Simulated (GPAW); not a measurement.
## GPAW run on NaBr (Fm-3m, 2 atoms in the cell): self-consistent single point

Computed with PBE, GPAW PAW datasets PBE (gpaw-data 1.0.1) (plane waves; GPAW).

Input:

```python
from ase import Atoms
from ase.units import GPa
from gpaw import GPAW

atoms = Atoms(['Na', 'Br'],
              cell=[[0.000000, 2.970075, 2.970075],
                    [2.970075, 0.000000, 2.970075],
                    [2.970075, 2.970075, 0.000000]],
              scaled_positions=[[0.000000, 0.000000, 0.000000],
                                [0.500000, 0.500000, 0.500000]],
              pbc=True)

calc = GPAW(mode={'name': 'pw', 'ecut': 800},
            xc='PBE',
            kpts=(5, 5, 5),
            occupations={'name': 'fermi-dirac', 'width': 0.02},
            nbands=-8,
            convergence={'forces': 0.001, 'bands': -6},
            symmetry={'symmorphic': False, 'tolerance': 0.0005},
            maxiter=150,
            txt='-')

atoms.calc = calc

energy = atoms.get_potential_energy()
print('Energy (eV):', round(energy, 6))
forces = atoms.get_forces()
print('Forces (eV/Ang):')
print(forces.round(5))
stress = atoms.get_stress()
print('Stress (GPa, Voigt):', (stress / GPa).round(4))
```

The program printed (abridged):

```
Input parameters:
  convergence: {bands: -6,
                forces: 0.001}
  kpts: [5 5 5]
  maxiter: 150
  mode: {ecut: 800,
         name: pw}
  nbands: -8
  occupations: {name: fermi-dirac,
                width: 0.02}
  symmetry: {symmorphic: False,
             tolerance: 0.0005}
  xc: PBE

species:
  Na:
    name: Sodium
    Z: 11.0
    valence: 7
    core: 4
    charge: 0.0
    file: Na.PBE.gz

    # Using partial waves for Na as LCAO basis

  Br:
    name: Bromine
    Z: 35.0
    valence: 7
    core: 28
    charge: 0.0
    file: Br.PBE.gz

    # Using partial waves for Br as LCAO basis

Reference energy: -75320.858227  # eV

Spin-paired calculation

Convergence criteria:
 Maximum [total energy] change in last 3 cyles: 0.0005 eV / valence electron
 Maximum integral of absolute [dens]ity change: 0.0001 electrons / valence electron
 Maximum integral of absolute [eigenst]ate change: 4e-08 eV^2 / valence electron
 Maximum change in the atomic [forces] across last 2 cycles: 0.001 eV/Ang OR
Maximum error relative to the maximum force is below inf
 Maximum number of scf [iter]ations: 150

Symmetries present (total): 48
Symmetries with fractional translations: 0
125 k-points: 5 x 5 x 5 Monkhorst-Pack grid
10 k-points in the irreducible part of the Brillouin zone
       k-points in crystal coordinates                weights
   0:     0.00000000    0.00000000    0.00000000          1/125
   1:     0.20000000    0.20000000    0.00000000          6/125
   2:     0.20000000    0.20000000    0.20000000          8/125
   [... 7 lines left out ...]

Wave functions: Plane wave expansion
  Cutoff energy: 800.000 eV
  Number of coefficients (min, max): 2668, 2733
  Pulay-stress correction: 0.000000 eV/Ang^3 (de/decut=0.000000)

Occupation numbers: Fermi-Dirac:
  width: 0.0200  # eV

Eigensolver

Densities:
  Coarse grid: 28*28*28 grid
  Fine grid: 56*56*56 grid
  Total Charge: 0.000000

Density mixing:
  Method: separate
  Backend: pulay
  Linear mixing parameter: 0.05
  old densities: 5
  Damping of long wavelength oscillations: 50

Hamiltonian:
  XC and Coulomb potentials evaluated on a 56*56*56 grid
  External potential:
    NoExternalPotential

XC parameters: PBE with 2 nearest neighbor stencil

Number of atoms: 2
Number of atomic orbitals: 11
Number of bands in calculation: 15
Number of valence electrons: 14
Bands to converge: 9

Density initialized from atomic densities
  11 bands from LCAO basis set
  4 bands from random numbers

Atomic positions and initial magnetic moments

Positions:
   0 Na     0.000000    0.000000    0.000000    ( 0.0000,  0.0000,  0.0000)
   1 Br     2.970075    2.970075    2.970075    ( 0.0000,  0.0000,  0.0000)

Unit cell:
           periodic     x           y           z      points  spacing
  1. axis:    yes    0.000000    2.970075    2.970075    28     0.1225
  2. axis:    yes    2.970075    0.000000    2.970075    28     0.1225
  3. axis:    yes    2.970075    2.970075    0.000000    28     0.1225

  Lengths:   4.200320   4.200320   4.200320
  Angles:   60.000000  60.000000  60.000000

Effective grid spacing dv^(1/3) = 0.1336

     iter     time        total  log10-change:
                         energy   eigst   dens  force
iter:   1 --:--:--    -6.133445   +0.52
iter:   2 --:--:--    -6.126181   -0.38  -1.37
iter:   3 --:--:--    -6.096798   -1.88  -1.39
iter:   4 --:--:--    -6.103734   -3.17  -1.69
iter:   5 --:--:--    -6.106708   -3.49  -1.88
iter:   6 --:--:--    -6.106719c  -5.29  -3.04
iter:   7 --:--:--    -6.106740c  -5.79  -3.03
iter:   8 --:--:--    -6.106779c  -5.65  -3.28
iter:   9 --:--:--    -6.106778c  -7.49c -3.82
iter:  10 --:--:--    -6.106774c  -6.73  -3.84
iter:  11 --:--:--    -6.106774c  -7.91c -4.35c
iter:  12 --:--:--    -6.106774c  -8.42c -4.30c -22.74c

Converged after 12 iterations.

Dipole moment: (0.000000, 0.000000, 0.000000) |e|*Ang

Energy contributions relative to reference atoms: (reference = -75320.858227)

Kinetic:         +9.891883
Potential:       -9.654254
External:        +0.000000
XC:              -6.312719
Entropy (-ST):   -0.000000
Local:           -0.031683
SIC:             +0.000000
--------------------------
Free energy:     -6.106774
Extrapolated:    -6.106774

Showing only first 2 kpts
 Kpt  Band  Eigenvalues  Occupancy
  0     5     -0.16051    2.00000
  0     6     -0.16051    2.00000
  0     7      4.05396    0.00000
  0     8      9.70390    0.00000

  1     5     -0.41945    2.00000
  1     6     -0.41945    2.00000
  1     7      5.58741    0.00000
  1     8      8.21206    0.00000

Fermi level: 1.54263

Gap: 4.214 eV
Transition (v -> c):
  (s=0, k=0, n=6, [0.00, 0.00, 0.00]) -> (s=0, k=0, n=7, [0.00, 0.00, 0.00])
No difference between direct/indirect transitions
Energy (eV): -6.106774

Forces in eV/Ang:
  0 Na   -0.00000    0.00000    0.00000
  1 Br    0.00000    0.00000    0.00000

Stress tensor:
    -0.006586    -0.000000    -0.000000
    -0.000000    -0.006586     0.000000
    -0.000000     0.000000    -0.006586
Stress (GPa, Voigt): [-1.0552 -1.0552 -1.0552  0.     -0.     -0.    ]
```

The run converged in 12 iterations. GPAW prints stress with tension positive.

The starting cell has typed, rounded lattice constants, without a prior relaxation at this level. Its lattice was rescaled by up to half a per cent.
